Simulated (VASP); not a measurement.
# Al2Cu (I4/mcm) in VASP: relaxation of cell and atoms with PBE

Aim: the relaxation of cell and atoms of Al2Cu with PBE.

Program: VASP 6.6.1. These are calculated values, not measurements. Logs are shortened: lines on timing, memory, paths and dates and some standing lists are left out, and cuts for length are marked.

### 1 The crystal as given

The structure is tetragonal, space group I4/mcm (No. 140). The conventional cell has a = 6.067 Å, b = 6.067 Å, c = 4.877 Å, α = 90.00°, β = 90.00°, γ = 90.00°. Around Al (site symmetry m2m) lie 4 Cu at 2.59 Å and 3 Al at 2.71 to 2.90 Å. Around Cu (site symmetry 422) lie 2 Cu at 2.44 Å and 8 Al at 2.59 Å.

The cell was built by a generator and needn't be a form met in nature.

### 2 Relaxation of cell and atoms, PBE

Input file INCAR:

```
SYSTEM = Al2Cu
PREC = Accurate
ENCUT = 600
EDIFF = 1E-6
ISMEAR = 1
SIGMA = 0.2
LREAL = .False.
LASPH = .True.
NELM = 80
ALGO = Normal
ISIF = 3
LWAVE = .False.
LCHARG = .False.
GGA = PE
IBRION = 2
NSW = 40
EDIFFG = -0.005
KPAR = 16
```

Input file KPOINTS:

```
Automatic mesh
0
Gamma
  10 10 10
  0 0 0
```

Input file POSCAR:

```
Al2Cu
1.0
   -3.0335000000      3.0335000000      2.4385000000
    3.0335000000     -3.0335000000      2.4385000000
    3.0335000000      3.0335000000     -2.4385000000
Al Cu
4 2
Direct
    0.6581000000      0.1581000000      0.8162000000
    0.1581000000      0.3419000000      0.5000000000
    0.3419000000      0.8419000000      0.1838000000
    0.8419000000      0.6581000000      0.5000000000
    0.2500000000      0.2500000000      0.0000000000
    0.7500000000      0.7500000000      0.0000000000
```

Potentials or basis: VASP PAW PBE potentials, release 64 (Al, Cu).

The run is started by

```console
$ cat potpaw_PBE.64/Al/POTCAR potpaw_PBE.64/Cu/POTCAR > POTCAR
$ mpirun -np 16 vasp_std > vasp.out
```

OUTCAR:

```text
SYSTEM = Al2Cu
   PREC = Accurate
   ENCUT = 600
   EDIFF = 1E-6
   ISMEAR = 1
   LREAL = .False.
   LASPH = .True.
   NELM = 80
   ISIF = 3
   GGA = PE
   IBRION = 2
   NSW = 40
   EDIFFG = -0.005

 ion  position               nearest neighbor table
   1  0.658  0.158  0.816-   5 2.59   6 2.59   5 2.59   6 2.59   3 2.71   3 2.90   3 2.90   2 3.10
                             4 3.10   4 3.10   2 3.10   2 3.23   4 3.23   4 3.23   2 3.23
   2  0.158  0.342  0.500-   5 2.59   5 2.59   6 2.59   6 2.59   4 2.71   4 2.90   4 2.90   1 3.10
                             3 3.10   1 3.10   3 3.10   1 3.23   3 3.23   3 3.23   1 3.23
   3  0.342  0.842  0.184-   5 2.59   6 2.59   5 2.59   6 2.59   1 2.71   1 2.90   1 2.90   4 3.10
                             2 3.10   2 3.10   4 3.10   4 3.23   2 3.23   4 3.23   2 3.23
   4  0.842  0.658  0.500-   6 2.59   6 2.59   5 2.59   5 2.59   2 2.71   2 2.90   2 2.90   1 3.10
                             3 3.10   1 3.10   3 3.10   1 3.23   3 3.23   1 3.23   3 3.23
   5  0.250  0.250  0.000-   6 2.44   6 2.44   1 2.59   3 2.59   1 2.59   3 2.59   2 2.59   2 2.59
                             4 2.59   4 2.59
   6  0.750  0.750  0.000-   5 2.44   5 2.44   1 2.59   3 2.59   1 2.59   3 2.59   4 2.59   4 2.59
                             2 2.59   2 2.59

  LATTYP: Found a body centered tetragonal cell.
 ALAT       =     6.0670000000
 C/A-ratio  =     0.8038569309

  Lattice vectors:

 A1 = (  -3.0335000000,   3.0335000000,   2.4385000000)
 A2 = (   3.0335000000,  -3.0335000000,   2.4385000000)
 A3 = (   3.0335000000,   3.0335000000,  -2.4385000000)

Analysis of symmetry for initial positions (statically):
=====================================================================
 Subroutine PRICEL returns:
 Original cell was already a primitive cell.

 Routine SETGRP: Setting up the symmetry group for a
 body centered tetragonal supercell.

 Subroutine GETGRP returns: Found 16 space group operations
 (whereof  8 operations were pure point group operations)
 out of a pool of 16 trial point group operations.

The static configuration has the point symmetry C_4h.
 The point group associated with its full space group is D_4h.

Analysis of symmetry for dynamics (positions and initial velocities):
=====================================================================
 Subroutine PRICEL returns:
 Original cell was already a primitive cell.

 Routine SETGRP: Setting up the symmetry group for a
 body centered tetragonal supercell.

 Subroutine GETGRP returns: Found 16 space group operations
 (whereof  8 operations were pure point group operations)
 out of a pool of 16 trial point group operations.

The dynamic configuration has the point symmetry C_4h.
 The point group associated with its full space group is D_4h.

 Subroutine INISYM returns: Found 16 space group operations
 (whereof  8 operations are pure point group operations),
 and found     1 'primitive' translations

----------------------------------------------------------------------------------------

                                     Primitive cell

  volume of cell :      89.7575

  direct lattice vectors                    reciprocal lattice vectors
    -3.033500000  3.033500000  2.438500000     0.000000000  0.164826108  0.205044084
     3.033500000 -3.033500000  2.438500000     0.164826108  0.000000000  0.205044084
     3.033500000  3.033500000 -2.438500000     0.164826108  0.164826108  0.000000000

  length of vectors
     4.934625290  4.934625290  4.934625290     0.263079309  0.263079309  0.233099318

  position of ions in fractional coordinates (direct lattice)
     0.658100000  0.158100000  0.816200000
     0.158100000  0.341900000  0.500000000
     0.341900000  0.841900000  0.183800000
     0.841900000  0.658100000  0.500000000
     0.250000000  0.250000000  0.000000000
     0.750000000  0.750000000  0.000000000

  ion indices of the primitive-cell ions
   primitive index   ion index
                 1           1
                 2           2
                 3           3
                 4           4
                 5           5
                 6           6

----------------------------------------------------------------------------------------

 KPOINTS: Automatic mesh

Automatic generation of k-mesh.
 Grid dimensions read from file:
 generate k-points for:   10   10   10

 Generating k-lattice:

  Cartesian coordinates                     Fractional coordinates (reciprocal lattice)
     0.000000000  0.016482611  0.020504408     0.100000000  0.000000000 -0.000000000
     0.016482611  0.000000000  0.020504408     0.000000000  0.100000000 -0.000000000
     0.016482611  0.016482611  0.000000000     0.000000000  0.000000000  0.100000000

  Length of vectors
     0.026307931  0.026307931  0.023309932

  Shift w.r.t. Gamma in fractional coordinates (k-lattice)
     0.000000000  0.000000000  0.000000000

 Subroutine IBZKPT returns following result:
 ===========================================

 Found    102 irreducible k-points:

 Following reciprocal coordinates:
            Coordinates               Weight
  0.000000  0.000000  0.000000      1.000000
  0.100000 -0.000000  0.000000      8.000000
  0.200000 -0.000000  0.000000      8.000000
  0.300000  0.000000  0.000000      8.000000
  0.400000  0.000000  0.000000      8.000000
  0.500000 -0.000000  0.000000      4.000000
[... 16 lines left out ...]
  0.300000  0.300000  0.000000      8.000000
  0.400000  0.300000  0.000000     16.000000
 [... further k-points ...]
   k-points           NKPTS =    102   k-points in BZ     NKDIM =    102   number of bands    NBANDS=     21
   number of dos      NEDOS =    301   number of ions     NIONS =      6
   total plane-waves  NPLWV =  64000
   dimension x,y,z NGX =    40 NGY =   40 NGZ =   40
   dimension x,y,z NGXF=    80 NGYF=   80 NGZF=   80
   ions per type =               4   2
   NGX,Y,Z   is equivalent  to a cutoff of  13.48, 13.48, 13.48 a.u.
   NGXF,Y,Z  is equivalent  to a cutoff of  26.95, 26.95, 26.95 a.u.
 SYSTEM =  Al2Cu
   PREC   = accura    normal or accurate (medium, high low for compatibility)
   ISTART =      0    job   : 0-new  1-cont  2-samecut
   ICHARG =      2    charge: 1-file 2-atom 10-const
   ISPIN  =      1    spin polarized calculation?
   LNONCOLLINEAR =      F non collinear calculations
   LSORBIT =      F    spin-orbit coupling
   LASPH  =      T    aspherical Exc in radial PAW
   ENCUT  =  600.0 eV  44.10 Ry    6.64 a.u.   9.86  9.86  9.86*2*pi/ulx,y,z
   NELM   =     80;   NELMIN=  2; NELMDL= -5     # of ELM steps
   EDIFF  = 0.1E-05   stopping-criterion for ELM
   LREAL  =      F    real-space projection
   EDIFFG = -.5E-02   stopping-criterion for IOM
   NSW    =     40    number of steps for IOM
   IBRION =      2    ionic relax: 0-MD 1-quasi-New 2-CG
   NFREE  =      1    steps in history (QN), initial steepest desc. (CG)
   ISIF   =      3    stress and relaxation
   ISYM   =      2    0-nonsym 1-usesym 2-fastsym
   POTIM  = 0.5000    time-step for ionic-motion
   TEBEG  =    0.0;   TEEND  =   0.0 temperature during run
   PSTRESS=    0.0 pullay stress
   NELECT =      34.0000    total number of electrons
   NUPDOWN=      -1.0000    fix difference up-down
   EMIN   =  10.00;   EMAX   =-10.00  energy-range for DOS
   EFERMI =   0.00;   METHOD = LEGACY
   ISMEAR =     1;   SIGMA  =   0.20  broadening in eV -4-tet -1-fermi 0-gaus
   EFERMI_NEDOS =   21; number of points for ismear=-14 and -15
   IALGO  =     38    algorithm
   IMIX   =      4    mixing-type and parameters
     AMIX     =   0.40;   BMIX     =  1.00
     AMIX_MAG =   1.60;   BMIX_MAG =  1.00
  volume/ion in A,a.u.               =      14.96       100.95
  Fermi-wavevector in a.u.,A,eV,Ry     =   1.184525  2.238428 19.090326  1.403099
  Thomas-Fermi vector in A             =   2.320737
   LORBIT       =      0    0 simple, 1 ext, 2 COOP (PROOUT), +10 PAW based schemes
   GGA     = PE    functional components
   LHFCALC =     F    Hartree Fock is set to
   AEXX    =    0.0000 exact exchange contribution
   IVDW    =     0    specifies the selected vdW correction
   LEPSILON=     F    determine dielectric tensor
   LRPA    =     F    only Hartree local field effects (RPA)
 conjugate gradient relaxation of ions
 non-spin polarized calculation
 Methfessel and Paxton  Order N= 1 SIGMA  =   0.20
  energy-cutoff  :      600.00
  volume of cell :       89.76
 maximum number of plane-waves:      3020
   NGX = 19   NGY = 19   NGZ = 19

--------------------------------------- Ionic step        1  -------------------------------------------

 number of electron      33.9999978 magnetization

 Free energy of the ion-electron system (eV)
  ---------------------------------------------------
  ext. energy  EPLUGINS =         0.00000000
  ---------------------------------------------------
  free energy    TOTEN  =       -23.38440907 eV

  energy without entropy =      -23.38452295  energy(sigma->0) =      -23.38444703

------------------------ aborting loop because EDIFF is reached ----------------------------------------

  FORCE on cell =-STRESS in cart. coord.  units (eV):
  Direction    XX          YY          ZZ          XY          YZ          ZX
  --------------------------------------------------------------------------------------
  -------------------------------------------------------------------------------------
  Total       -0.2598751     -0.2598751     -0.1018202      0.0000000     -0.0000000      0.0000000
  in kB       -4.6387877     -4.6387877     -1.8174966      0.0000000     -0.0000000      0.0000000
  external PRESSURE =      -3.6983573 kB  Pullay stress =       0.0000000 kB
[... 101 lines left out ...]
  FREE ENERGIE OF THE ION-ELECTRON SYSTEM (eV)
  ---------------------------------------------------
  free  energy   TOTEN  =       -23.3845993843 eV

  energy  without entropy=      -23.3847658923  energy(sigma->0) =      -23.38465489

[... ionic steps 4 to 10 ...]

--------------------------------------- Ionic step       11  -------------------------------------------

 number of electron      33.9999976 magnetization

------------------------ aborting loop because EDIFF is reached ----------------------------------------

  FORCE on cell =-STRESS in cart. coord.  units (eV):
  Direction    XX          YY          ZZ          XY          YZ          ZX
  --------------------------------------------------------------------------------------
  -------------------------------------------------------------------------------------
  Total        0.0771357      0.0771357      0.0394824      0.0000000      0.0000000      0.0000000
  in kB        1.3803714      1.3803714      0.7065521      0.0000000      0.0000000      0.0000000
  external PRESSURE =       1.1557649 kB  Pullay stress =       0.0000000 kB
[... 65 lines left out ...]
  energy  without entropy=      -23.3851702479  energy(sigma->0) =      -23.38495487

--------------------------------------- Ionic step       13  -------------------------------------------

 number of electron      33.9999976 magnetization

 Free energy of the ion-electron system (eV)
  ---------------------------------------------------
  ext. energy  EPLUGINS =         0.00000000
  ---------------------------------------------------
  free energy    TOTEN  =       -23.38486664 eV

  energy without entropy =      -23.38519349  energy(sigma->0) =      -23.38497559

 E-fermi :   7.9244     XC(G=0): -10.8478

 val. band max:        7.9166703966   @ k =  -0.1000   0.3000   0.1000
 cond. band min:       7.9561391733   @ k =  -0.2000  -0.3000   0.2000
 fundamental gap:      0.0394687767
 Fermi energy:         7.9244021774

 k-point     1 :       0.0000    0.0000    0.0000
  band No.  band energies     occupation
      1      -2.7811      2.00000
      2       2.6608      2.00000
      3       2.8667      2.00000
      4       2.8667      2.00000
      5       2.9031      2.00000
      6       3.7755      2.00000
[... 550 lines left out ...]
      5       3.2546      2.00000
      6       3.4092      2.00000
[... 13 lines left out ...]
     20      10.5604     -0.00000
     21      11.2963     -0.00000

 [... further k-points ...]

------------------------ aborting loop because EDIFF is reached ----------------------------------------

  FORCE on cell =-STRESS in cart. coord.  units (eV):
  Direction    XX          YY          ZZ          XY          YZ          ZX
  --------------------------------------------------------------------------------------
  -------------------------------------------------------------------------------------
  Total        0.0039743      0.0039743     -0.0177879      0.0000000      0.0000000      0.0000000
  in kB        0.0710591      0.0710591     -0.3180417      0.0000000      0.0000000      0.0000000
  external PRESSURE =      -0.0586412 kB  Pullay stress =       0.0000000 kB
[... 21 lines left out ...]
  FREE ENERGIE OF THE ION-ELECTRON SYSTEM (eV)
  ---------------------------------------------------
  free  energy   TOTEN  =       -23.3848666358 eV

  energy  without entropy=      -23.3851934862  energy(sigma->0) =      -23.38497559

 reached required accuracy - stopping structural energy minimisation
```

Wall time 1.8 min (16 MPI ranks of Intel Xeon Platinum 8559C (Emerald Rapids), shared host); peak memory 0.44 GiB.

What came out:

```
Free energy                            : -23.3849 eV
Relaxed volume                         : 14.93 Å³/atom
Relaxed cell                           : a = 4.930 Å, b = 4.930 Å, c = 4.930 Å, α = 104.21°, β = 104.21°, γ = 120.61°
Space group after relaxing (to 0.05 Å) : I4/mcm (No. 140)
Energy gained by relaxing              : 0.1 meV/atom
Ionic steps                            : 13
Pressure after relaxing                : 0.0 GPa
Largest force after relaxing           : 0.004 eV/Å
Band gap on the k mesh                 : none (metal or under the smearing width)
```

Forces in eV/Å, atoms in the order of the input:
```
Al   0.003  0.003  0.000
Al  -0.003  0.003  0.000
Al  -0.003 -0.003  0.000
Al   0.003 -0.003  0.000
Cu   0.000  0.000  0.000
Cu   0.000  0.000  0.000
```

The path:
```
step  energy change (eV)  largest force (eV/Å)  pressure (GPa)  volume (Å³)
   1              0.0000                0.0263           -0.37        89.76
   2              0.0000                0.0176            0.35        89.31
   3             -0.0002                0.0223            0.05        89.55
   4             -0.0002                0.0217           -0.05        89.53
   5             -0.0001                0.0195            0.20        89.42
   6             -0.0002                0.0209            0.13        89.48
   7             -0.0002                0.0212            0.20        89.49
   8             -0.0002                0.0216            0.20        89.51
   9             -0.0002                0.0217            0.13        89.52
  10             -0.0004                0.0144            0.10        89.52
  11             -0.0004                0.0053            0.12        89.53
  12             -0.0004                0.0031           -0.09        89.69
  13             -0.0005                0.0041           -0.01        89.61
```

Final structure:
```cif
data_structure
_symmetry_space_group_name_H-M 'P 1'
_symmetry_Int_Tables_number 1
_cell_length_a 4.9305
_cell_length_b 4.9305
_cell_length_c 4.9305
_cell_angle_alpha 104.205
_cell_angle_beta 104.205
_cell_angle_gamma 120.611
_cell_volume 89.61
loop_
_atom_site_label
_atom_site_type_symbol
_atom_site_fract_x
_atom_site_fract_y
_atom_site_fract_z
_atom_site_occupancy
Al1 Al 0.65855 0.15855 0.81710 1
Al2 Al 0.15855 0.34145 0.50000 1
Al3 Al 0.34145 0.84145 0.18290 1
Al4 Al 0.84145 0.65855 0.50000 1
Cu1 Cu 0.25000 0.25000 0.00000 1
Cu2 Cu 0.75000 0.75000 0.00000 1
```

Levels at points of the mesh, in eV from the Fermi level:
```csv
k point,band 13,band 14,band 15,band 16,band 17,band 18,band 19,band 20,band 21
"(0.00, 0.00, 0.00)",-2.88,-1.93,-1.32,-1.17,-1.17,-0.81,-0.37,0.08,1.42
"(0.50, 0.00, 0.00)",-3.04,-3.04,-2.57,-2.57,0.25,0.25,4.05,4.05,4.32
"(0.50, 0.50, 0.00)",-2.80,-2.76,-1.39,-1.26,-0.98,-0.66,0.80,1.27,4.65
"(0.50, 0.50, 0.50)",-3.30,-3.19,-3.19,-1.81,2.56,2.98,2.98,3.34,4.00
```
